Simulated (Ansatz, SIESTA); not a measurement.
Given: the input of a run of Ansatz 0.2.0 on CdF2. 

The input input.yaml:

```yaml
crystal:
  lattice:
    - [0.0, 2.694, 2.694]
    - [2.694, 0.0, 2.694]
    - [2.694, 2.694, 0.0]
  atoms:
    - { symbol: Cd, position: [0.0, 0.0, 0.0] }
    - { symbol: F, position: [0.75, 0.75, 0.75] }
    - { symbol: F, position: [0.25, 0.25, 0.25] }
kpoints:
  mp_grid: { grid: [9, 9, 9] }
scf:
  occupations: { method: fermi_dirac, width: 0.05 }
hamiltonian:
  xc: pbe
  pseudopotentials: { kind: all_electron, lapw: { basis_error: 0.001 } }
output:
  forces: true
  stress: true
  eigenvalues: true
  populations: true
```

Potentials or basis: all-electron LAPW, scalar-relativistic.

Run with:

```console
$ ansatz run input.yaml --threads 2 --pin off --max-ram 6144MiB --backend cpu --events-out ev --progress --plain --runs-dir out
```

Q: Set up the same calculation for SIESTA 5.4.2. Potentials or basis there: files PseudoDojo sr-pbe-0.4.1-standard, DZP (energy shift 0.003 Ry; two zetas on semicore shells).

A: As run (cutoffs and basis follow the program's own potentials, and thresholds, step limits or extra output files can differ):

The input CdF2.fdf:

```
SystemName                      CdF2
SystemLabel                     CdF2
NumberOfSpecies                 2
NumberOfAtoms                   3
%block ChemicalSpeciesLabel
  1  48 Cd
  2   9 F
%endblock ChemicalSpeciesLabel

LatticeConstant                 1.0 Ang
%block LatticeVectors
     0.0000000000     2.6940000000     2.6940000000
     2.6940000000     0.0000000000     2.6940000000
     2.6940000000     2.6940000000     0.0000000000
%endblock LatticeVectors
AtomicCoordinatesFormat         Fractional
%block AtomicCoordinatesAndAtomicSpecies
     0.0000000000     0.0000000000     0.0000000000  1  Cd
     0.7500000000     0.7500000000     0.7500000000  2  F
     0.2500000000     0.2500000000     0.2500000000  2  F
%endblock AtomicCoordinatesAndAtomicSpecies

%block kgrid.MonkhorstPack
    9   0   0  0.0
    0   9   0  0.0
    0   0   9  0.0
%endblock kgrid.MonkhorstPack
XC.Functional                   GGA
XC.Authors                      PBE
PAO.BasisSize                   DZP
PAO.EnergyShift                 0.003 Ry
Mesh.Cutoff                     800 Ry
OccupationFunction              FD
ElectronicTemperature           0.05 eV
MaxSCFIterations                120
SCF.MustConverge                false
SCF.Mixer.Method                Pulay
SCF.Mixer.Weight                0.25
SCF.Mixer.History               8
SCF.DM.Tolerance                5.0e-05
SCF.H.Tolerance                 1.0e-03 eV
WriteForces                     true
Charge.Mulliken                 end
Charge.Hirshfeld                end
Charge.Voronoi                  end
SaveRho                         true
SaveElectrostaticPotential      true
%block PAO.Basis
  Cd 5
  n=4 0 2
    2.625 0.000
  n=5 0 2
    7.565 0.000
  n=4 1 2
    2.973 0.000
  n=5 1 1
    7.565
  n=4 2 2
    4.575 0.000
%endblock PAO.Basis
```

Potentials or basis: PseudoDojo 0.4 standard (PBE files), converted to PSML, two zetas on semicore shells, DZP (energy shift 0.003 Ry; two zetas on semicore shells).

Run with:

```sh
$ siesta CdF2.fdf > CdF2.out 2>&1
```

Both were run:

|  | Ansatz | SIESTA |
| --- | --- | --- |
| Pressure | 5.4 GPa | 5.7 GPa |

Where Ansatz's input types no cutoff or centring, it takes its own default and a Γ-centred mesh.

Pressure is positive in compression.
